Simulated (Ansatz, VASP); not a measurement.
Two plane-wave programs on Sc

```xyz
3
Lattice="4.3599 -2.5170 0.0024 4.3599 2.5170 0.0024 -0.0017 0.0000 3.1816" Properties=species:S:1:pos:R:3 pbc="T T T"
Sc    2.9049    0.0000    3.1831
Sc   -0.0009    0.0000    1.5908
Sc    5.8131    0.0000    0.0032
```

Alike in both runs: functional PBE; dispersion D3(BJ); k mesh 10 × 10 × 14; occupations gaussian, width 0.1 eV; no spin polarisation.

Ansatz relaxed the structure, and its values are those at the end. VASP's run is a single point on that final structure, the one shown.

|  | VASP | Ansatz |
| --- | --- | --- |
| version | VASP 6.6.1 | Ansatz 0.2.0 |
| potentials or method | VASP PAW PBE potentials, release 64 (Sc_sv) | scalar-relativistic, plane waves, PAW |
| plane-wave cutoff (eV) | 520 | 420 |
| valence electrons in the cell | 33 | 33 |

|  | VASP | Ansatz | Ansatz less VASP |
| --- | --- | --- | --- |
| gap on the k mesh at the Fermi level (eV) | none | none | - |
| pressure (GPa) | 0.0 | 0.0 | -0.05 |

A gap of «none» marks a metal or a gap that the smearing closes. Ansatz warned: «near_symmetry_operations_not_taken».

Caveats: pairwise dispersion overbinds metals, which lowers pressure and volume.
